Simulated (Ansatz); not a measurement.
# SiNi₃: rigid cleavage

Method: DFT PBE, scalar-relativistic, plane waves, PAW in Ansatz 0.2.0. Settings: plane waves to 420 eV, k-mesh 13×13×5 (Γ-centred), Gaussian smearing 0.15 eV. No spin polarisation. A magnetic state may lie lower. Energies are free energies at this smearing, counted from the undisturbed cell; pressure is positive in compression.

The undisturbed cell (relaxed at this level; it needn't be the usual structure):

```xyz
12
Lattice="0.0000 -3.5063 0.0000 0.0000 0.0000 -3.5063 10.5188 0.0000 0.0000" Properties=species:S:1:pos:R:3 pbc="T T T"
Si    2.6295    0.0000    0.0000
Si    6.1358    0.0000    0.0000
Si    9.6420    0.0000    0.0000
Ni    9.6420   -1.7531   -1.7531
Ni    2.6295   -1.7531   -1.7531
Ni    6.1358   -1.7531   -1.7531
Ni    0.8764    0.0000   -1.7531
Ni    4.3826    0.0000   -1.7531
Ni    7.8889    0.0000   -1.7531
Ni    0.8764   -1.7531    0.0000
Ni    4.3826   -1.7531    0.0000
Ni    7.8889   -1.7531    0.0000
```

The cut lies on the cell's a–b face, a (1 0 0) plane (indices in the standard cell, whose axes needn't be the Cartesian ones shown) of area 12.29 Å², between layers 1.75 Å apart. Vector c is lengthened by d along the normal with the atoms' Cartesian places fixed: one unrelaxed cut a cell. The cell is metallic on the mesh throughout.

```csv
d (Å),energy (J/m²)
-0.30,0.89
-0.15,0.20
0.00,0.00
0.25,0.37
0.50,1.14
0.75,1.99
1.00,2.76
1.50,3.86
2.00,4.45
3.00,4.84
4.50,4.91
6.00,4.91
```

(1) Predict the traction dE/dd (GPa) at each point.

Answers

(1)
```tsv
d (Å)	traction dE/dd (GPa)
-0.30	-66.6
-0.15	-27.9
0.00	0.0
0.25	25.8
0.50	34.1
0.75	32.9
1.00	27.8
1.50	16.3
2.00	8.1
3.00	1.4
4.50	0.1
6.00	0.0
```

Cost: 12 runs of about 14 core-minutes in all, on Intel Xeon 6975P-C (Granite Rapids) (shared hosts).